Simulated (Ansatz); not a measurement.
Input of an Ansatz 0.2.0 run:

The input input.yaml:

```yaml
crystal:
  lattice:
    - [2.7608, 0.0, 0.0]
    - [-1.3804, 2.3909229348, 0.0]
    - [0.0, 0.0, 4.4582]
  atoms:
    - { symbol: Re, position: [0.6666666667, 0.3333333333, 0.75] }
    - { symbol: Re, position: [0.3333333333, 0.6666666667, 0.25] }
hamiltonian:
  xc: pbe
  pseudopotentials: { kind: paw }
kpoints:
  mp_grid: { grid: [11, 11, 6] }
scf:
  occupations: { method: gaussian, width: 0.021 }
output:
  forces: true
  stress: true
  eigenvalues: true
```

Potentials or basis: Ansatz PAW.

Command:

```bash
$ ansatz run input.yaml --threads 2 --pin off --max-ram 5632MiB --backend cpu --events-out ev --progress --plain --runs-dir out
```

(1) Estimate the pressure.

(2) Predict the band gap on the k mesh.

Answers

(1) 5.8 GPa.

(2) none (metal or under the smearing width).
